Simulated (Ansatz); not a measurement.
This guess for SbSe4 is about to be relaxed.

```
Sb Se
1.0
     3.54175   -3.85907    0.00000
     3.54175    3.85907    0.00000
     0.00000    0.00000    6.15429
Sb Se
1 4
Direct
  0.50000 0.50000 0.00000
  0.71211 0.71211 0.30283
  0.28789 0.28789 0.30283
  0.28789 0.28789 0.69717
  0.71211 0.71211 0.69717
```

The calculation used DFT PBE, scalar-relativistic, plane waves, PAW in Ansatz 0.2.0. Cutoff 420 eV, Gaussian smearing, Γ-centred meshes. Cell and atoms relax first on a coarse mesh and then on a finer one. In between, the cell is made exact in the group found at 0.06 Å. In metals the finer mesh still leaves noise of several meV/atom or more. The steps can't lower the symmetry of their start. No spin polarisation.

A guess keeps its type if space group and coordination stay and the shape of the cell changes little (axis ratios within about 15 %, angles within 6°); the volume may change.

Question: Does this structure survive the relaxation?

Answer: It doesn't keep its type. The symmetry stays Cmmm (No. 65). The volume per atom shrinks by 6.4 %, from 33.6 to 31.5 Å³. The shortest distance goes from 2.39 Å (Sb–Se) to 2.29 Å (Se–Se). Counting neighbours within 15 % of an atom's shortest distance, the start has Sb 4, Se 2 and the end Sb 4, Se 1. In detail, at the end around Sb lie 4 Se at 2.84 Å; Se is surrounded by 1 Se at 2.29 Å and 1 Sb at 2.84 Å.

```xyz
5
Lattice="3.4025 -4.1620 0.0000 3.4025 4.1620 0.0000 0.0000 0.0000 5.5595" Properties=species:S:1:pos:R:3 pbc="T T T"
Sb    3.4025    0.0000    0.0000
Se    3.4025    2.3154    1.6363
Se    3.4025   -2.3154    1.6363
Se    3.4025   -2.3154    3.9232
Se    3.4025    2.3154    3.9232
```

The last run used an 8×8×8 mesh for its 5-atom cell and Gaussian smearing of 0.10 eV. Weakly bound directions are ill-defined at this level, which has no dispersion term. Spin–orbit coupling, which can matter for Sb, is left out. An odd number of electrons in the primitive cell allows no gap without spin; a larger cell or a magnetic state could open one. Symmetry constrained the relaxation, so the result can be a saddle point.
